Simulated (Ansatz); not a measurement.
MnS:

```xyz
2
Lattice="1.8300 1.0565 2.9709 -1.8300 1.0565 2.9709 0.0000 -2.1131 2.9709" Properties=species:S:1:pos:R:3 pbc="T T T"
Mn    0.0000    0.0000    0.0000
S     0.0000    0.0000    4.4564
```

The cell is a database's computed one.

Base run:

* Program: Ansatz 0.2.0
* Functional: LDA
* Potentials or basis: Ansatz PAW
* Cutoff: 420 eV (not typed: the program's choice for these potentials)
* k mesh: 9 × 9 × 9
* Occupations: fermi-dirac, width 0.05 eV
* Spin: collinear spin, ferromagnetic start
* Starting moments: [4.0, 0.0] μB
* Hubbard terms: Mn d U = 6 eV

Its results: band gap on the k mesh 1.05 eV, indirect (least direct gap 3.03 eV); pressure 2.4 GPa; net moment 5.00 μB per cell; site moments Mn +4.50; S +0.10 μB.

Q: After a change of settings the same cell gave: band gap on the k mesh 1.00 eV, indirect (least direct gap 2.63 eV); pressure 1.4 GPa; net moment 5.00 μB per cell; site moments Mn +4.47; S +0.12 μB. Which change was it?
A. hubbard terms from Mn d U = 6 eV to Mn d U = 5 eV
B. hubbard terms from Mn d U = 6 eV to none; hubbard projectors from ortho-atomic (the default) to none
C. hubbard terms from Mn d U = 6 eV to Mn d U = 4 eV

A: A.

Caveats: the magnetic or orbital state may not be the lowest; odd divisions of the mesh miss points on the zone boundary, where band edges often lie, so the gap on the mesh can be too wide; a cell with one magnetic atom can't hold antiferromagnetic order, which such compounds often take; the PAW data sets come from PBE, with cores solved anew for the run's functional, which leaves a small shift of forces and pressure; the density of states is complete only up to the lowest level of the last band computed.
